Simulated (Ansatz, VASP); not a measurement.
# One calculation of F, two programs

```
CELL_PARAMETERS angstrom
2.98012 -1.71278 -0.22985
2.98012 1.71278 -0.22985
-2.24082 0.00000 6.85921
ATOMIC_POSITIONS crystal
F 0.08485 0.08485 0.09001
F 0.91515 0.91515 0.90999
F 0.50157 0.50157 0.59372
F 0.49843 0.49843 0.40628
```

Alike in both runs: task single point; functional PBEsol; k mesh 4 × 4 × 2; occupations gaussian, width 0.05 eV; no spin polarisation.

|  | VASP | Ansatz |
| --- | --- | --- |
| version | VASP 6.6.1 | Ansatz 0.2.0 |
| potentials or method | VASP PAW PBE potentials, release 64 (F) | scalar-relativistic, plane waves, PAW |
| plane-wave cutoff (eV) | 520 | 520 |
| valence electrons in the cell | 28 | 28 |

```csv
,VASP,Ansatz,Ansatz less VASP
gap on the k mesh at the Fermi level (eV),3.74,3.84,+0.095
least direct gap on the mesh (eV),3.82,3.92,+0.094
pressure (GPa),8.4,7.6,-0.81
largest component of the traceless stress (GPa),13.19,11.05,-2.146
rms of the force components (eV/Å),2.525,2.140,-0.3847
```

Atom by atom the forces differ by 0.390 eV/Å (rms over components). With one functional, cell and mesh, what is left measures potentials, basis and numerics.

Caveats: the k mesh is coarse (spacing up to 0.54 Å⁻¹), so the values aren't converged; the PAW data sets were made with another functional, which shifts forces and pressure a little (VASP). A k mesh can miss the band edges.
